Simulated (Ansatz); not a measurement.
## GaN (P6_3mc), zone-centre modes

Computed with Ansatz 0.2.0, DFT r2SCAN, scalar-relativistic, plane waves, PAW. Settings: plane waves to 500 eV, k-mesh 8×6×6 (Γ-centred), Gaussian smearing 0.05 eV. No spin polarisation.

The starting cell (relaxed at this level):

```xyz
8
Lattice="-3.1831 0.0000 0.0000 0.0000 0.0000 -5.1836 0.0000 -5.5133 0.0000" Properties=species:S:1:pos:R:3 pbc="T T T"
Ga   -1.5915   -0.9189   -0.0046
Ga    0.0000   -3.6755   -0.0046
Ga    0.0000   -1.8378   -2.5964
Ga   -1.5915   -4.5944   -2.5964
N    -1.5915   -0.9189   -3.2351
N     0.0000   -3.6755   -3.2351
N     0.0000   -1.8378   -0.6433
N    -1.5915   -4.5944   -0.6433
```

Harmonic modes by finite displacements of 0.02 Å, without the LO–TO term. The cell doubles the primitive one, so its zone centre also holds the primitive cell's point q = (0, 1/2, 0).

Problem. At this geometry, is the structure stable against these modes?

Solution. Yes: no mode is imaginary beyond 10 cm⁻¹, and only the three translations lie near zero.

Problem. List the wavenumbers in cm⁻¹.

Solution. 0, 0, 0, 139, 142, 143, 185, 196, 237, 308, 317, 336, 531, 554, 554, 564, 564, 573, 586, 608, 642, 678, 697, 698.

Cost: 1 run of about 6.9 core-minutes, on Oxide Virtual Turin-like Processor (Zen 5) (shared hosts).